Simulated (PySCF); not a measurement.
This PySCF input asks for the NMR shieldings of `InChI=1S/C6H7N/c7-6-4-2-1-3-5-6/h1-5H,7H2`; the geometry comes from GFN2-xTB.

```python
import basis_set_exchange as bse
import numpy as np
from pyscf import gto, dft
from pyscf.prop import nmr

atoms = """
N     2.276660   -0.210869    0.200549
C     0.907792   -0.079373    0.067279
C     0.261885    1.080980    0.494308
C    -1.113694    1.180680    0.426632
C    -1.870985    0.131076   -0.066497
C    -1.236316   -1.023327   -0.494112
C     0.138884   -1.131225   -0.431119
H     2.714043   -0.915133   -0.371208
H     2.800674    0.645394    0.281086
H     0.851059    1.901839    0.879187
H    -1.599479    2.086327    0.760195
H    -2.946125    0.212439   -0.118438
H    -1.817802   -1.846371   -0.884007
H     0.632725   -2.032910   -0.766021
"""
names = dict.fromkeys(["N", "C", "H"], "pcSseg-1")
basis = {el: gto.basis.parse(bse.get_basis(n, elements=[el], fmt="nwchem")) for el, n in names.items()}
mol = gto.M(atom=atoms, basis=basis, charge=0, verbose=0)
mf = dft.RKS(mol, xc="PBE0")
mf.grids.level = 2
mf.grids.alignment = dft.numint.BLKSIZE   # the property module wants whole blocks of grid points
mf.conv_tol = 1e-9
mf.kernel()

calc = nmr.RKS(mf)   # GIAO
C = mf.mo_coeff
Co = C[:, mf.mo_occ > 0]
resp = mf.gen_response(singlet=True, hermi=2)
def vind(x):   # induced exchange potential for any number of trial vectors
    d = np.einsum("pi,xij,qj->xpq", C, 2 * x.reshape(-1, C.shape[1], Co.shape[1]), Co, optimize=True)
    return np.einsum("xpq,pi,qj->xij", resp(d - d.transpose(0, 2, 1)), C, Co, optimize=True).ravel()
mo1, _ = nmr.rhf.solve_mo1(calc, with_cphf=vind)
sigma = calc.kernel(mo1)
for i, s in enumerate(sigma):   # ppm
    print("%2d %-2s %9.2f" % (i, mol.atom_pure_symbol(i), np.trace(s) / 3))
```

**Question.** What are the results?

**Answer.** 
```
 0 N     191.23
 1 C      34.73
 2 C      70.28
 3 C      51.83
 4 C      65.24
 5 C      51.83
 6 C      70.29
 7 H      28.36
 8 H      28.36
 9 H      25.00
10 H      24.30
11 H      24.87
12 H      24.30
13 H      25.00
```

These numbers come from an equivalent density-fitted implementation of the same equations, which agrees with the script to about 0.01 ppm for H and up to a few tenths of a ppm for heavy atoms, so last digits may differ.

**Question.** Turn these shieldings into chemical shifts. δ = σ(ref) − σ, references computed at the same level: ¹⁵N (267.73 ppm) against NH3; ¹³C (186.93 ppm), ¹H (31.72 ppm) against TMS.

**Answer.** Averaging equivalent atoms: N 0: 76.5; C 1: 152.2; C 3/5: 135.1; C 4: 121.7; C 2/6: 116.6; H 10/12: 7.41; H 11: 6.85; H 9/13: 6.72; H 7/8: 3.36 ppm. Experimental scales use liquid or dissolved standards, which lie at an offset from isolated NH3 (liquid NH3: subtract about 20 ppm).

Size and cost of the density-fitted run: 154 basis functions, 11 s wall time on 1 thread of an x86-64 server CPU, shared host.
